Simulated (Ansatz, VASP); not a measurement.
# Te: VASP beside Ansatz

File INCAR:

```
SYSTEM = Te
  PREC = Accurate
  ENCUT = 520
  EDIFF = 1E-7
  ISMEAR = -1
  SIGMA = 0.05
  LREAL = .FALSE.
  LASPH = .TRUE.
  NELM = 80
  ALGO = Normal
  ISIF = 2
  LWAVE = .FALSE.
  LCHARG = .FALSE.
  GGA = PE
  NBANDS = 13
```

File KPOINTS:

```
regular mesh
0
G
  10 10 10
  0 0 0
```

Contents of POSCAR:

```
Te
1.0
   -2.8974114302      3.7968421210      1.5038144443
    2.8974114302     -3.7968421210      1.5038144443
    2.8974114302      3.7968421210     -1.5038144443
Te
2
Direct
    0.0009290200      0.7509290200      0.2500000000
    0.9990709800      0.2490709800      0.7500000000
```

The input input.yaml:

```yaml
crystal:
  lattice:
    - [-2.8974114302, 3.796842121, 1.5038144443]
    - [2.8974114302, -3.796842121, 1.5038144443]
    - [2.8974114302, 3.796842121, -1.5038144443]
  atoms:
    - { symbol: Te, position: [0.00092902, 0.75092902, 0.25] }
    - { symbol: Te, position: [0.99907098, 0.24907098, 0.75] }
hamiltonian:
  xc: pbe
  pseudopotentials: { kind: paw }
kpoints:
  mp_grid: { grid: [10, 10, 10] }
scf:
  occupations: { method: fermi_dirac, width: 0.05 }
output:
  forces: true
  stress: true
  eigenvalues: true
```

Change from the starting cell: volume scaled by 0.94.

Alike in both runs: task single point; functional PBE; k mesh 10 × 10 × 10; occupations fermi-dirac, width 0.05 eV; no spin polarisation.

|  | VASP | Ansatz |
| --- | --- | --- |
| version | VASP 6.6.1 | Ansatz 0.2.0 |
| potentials or method | VASP PAW PBE potentials, release 64 (Te) | Ansatz PAW |
| plane-wave cutoff (eV) | 520 | 420 |
| valence electrons in the cell | 12 | 32 |

Ansatz gave:

```
gap on the k mesh at the Fermi level (eV)       : none
pressure (GPa)                                  : 3.9
largest component of the traceless stress (GPa) : 3.02
```

**Question.** What did VASP give for the same quantities?

**Answer.** gap on the k mesh at the Fermi level (eV): none; pressure (GPa): 3.8; largest component of the traceless stress (GPa): 3.01.

A gap of «none» marks a metal or a gap that the smearing closes. The two sets of potentials don't hold the same shells in valence.

Spin-orbit coupling is left out, which matters for the levels of Te.
